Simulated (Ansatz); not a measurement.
# FeO (Wuestite): relaxation of cell and atoms with PBE+D4

Crystal: FeO (Wuestite).

```
Fe O
1.0
     1.51882    0.87689    2.51958
    -1.51882    0.87689    2.51958
     0.00000   -1.75378    2.51958
Fe O
1 1
Direct
  0.00000 0.00000 0.00000
  0.50000 0.50000 0.50000
```

* Program: Ansatz 0.2.0
* Task: relaxation of cell and atoms
* Functional: PBE
* Dispersion: D4
* Potentials or basis: Ansatz PAW
* Cutoff: 420 eV (not typed: the program's choice for these potentials)
* k mesh: 11 × 11 × 11
* Occupations: fermi-dirac, width 0.05 eV
* Spin: collinear spin, ferromagnetic start
* Starting moments: [3.0, 0.0] μB

The relaxed volume is 9.84 Å³/atom and the relaxed cell is a = 3.031 Å, b = 3.031 Å, c = 3.031 Å, α = 59.98°, β = 59.98°, γ = 59.98°. The space group after relaxing (to 0.05 Å) is Fm-3m (No. 225), the energy gained by relaxing is 5.2 meV/atom and the ionic steps are 14. The pressure after relaxing is 0.0 GPa and the band gap on the k mesh is none (metal or under the smearing width). The net moment is 4.00 μB per cell. The absolute moment is 4.01 μB per cell. The site moments are Fe +3.44; O +0.32 μB.

The path:
```csv
step,energy change (eV),largest force (eV/Å),volume (Å³)
1,0.0000,0.0000,20.13
2,-0.0107,0.0000,19.76
3,-0.0110,0.0000,19.76
4,-0.0112,0.0000,19.75
5,-0.0112,0.0000,19.74
6,-0.0117,0.0000,19.65
7,-0.0117,0.0000,19.71
8,-0.0119,0.0000,19.70
9,-0.0120,0.0000,19.69
10,-0.0120,0.0000,19.68
11,-0.0120,0.0000,19.68
12,-0.0105,0.0000,19.68
13,-0.0105,0.0000,19.68
14,-0.0105,0.0000,19.68
```

Final structure:
```yaml
crystal:
  lattice:
    - [1.51500, 0.87468, 2.47517]
    - [-1.51500, 0.87468, 2.47517]
    - [0.00000, -1.74937, 2.47517]
  atoms:
    - { symbol: Fe, position: [0.00000, 0.00000, 0.00000] }
    - { symbol: O, position: [0.50000, 0.50000, 0.50000] }
```

Levels at points of the mesh, in eV from the Fermi level:
Spin up:
| k point | band 10 | band 11 | band 12 | band 13 | band 14 | band 15 | band 16 | band 17 |
| --- | --- | --- | --- | --- | --- | --- | --- | --- |
| (0.00, 0.00, 0.00) | -3.89 | -3.89 | -3.68 | -3.68 | 0.10 | 15.26 | 17.08 | 17.09 |
Spin down:
| k point | band 5 | band 6 | band 7 | band 8 | band 9 | band 10 | band 11 | band 12 | band 13 | band 14 |
| --- | --- | --- | --- | --- | --- | --- | --- | --- | --- | --- |
| (0.00, 0.00, 0.00) | -20.42 | -3.39 | -3.39 | -3.39 | -0.76 | -0.76 | -0.76 | 0.21 | 0.21 | 0.90 |

Wall time 2.6 min on 2 threads of Intel(R) Xeon(R) Processor @ 2.50GHz (Skylake/Cascade Lake), with other jobs on the host, peak memory 0.41 GiB.

The cell as given is a measured one (10.07 Å³/atom); PBE+D4 puts the equilibrium volume -2.3 % from it, thermal expansion not counted.

Caveat: the plane-wave basis is chosen anew once the cell has moved, so the energies of steps on either side of that aren't comparable; the pressure holds a Pulay correction of +0.6 GPa for the finite cutoff; a cell with one magnetic atom can't hold antiferromagnetic order, which such compounds often take; semilocal functionals often make such compounds metallic where correlation or magnetic order opens a gap, which also shifts bond lengths; pairwise dispersion overbinds metals, which lowers pressure and volume.
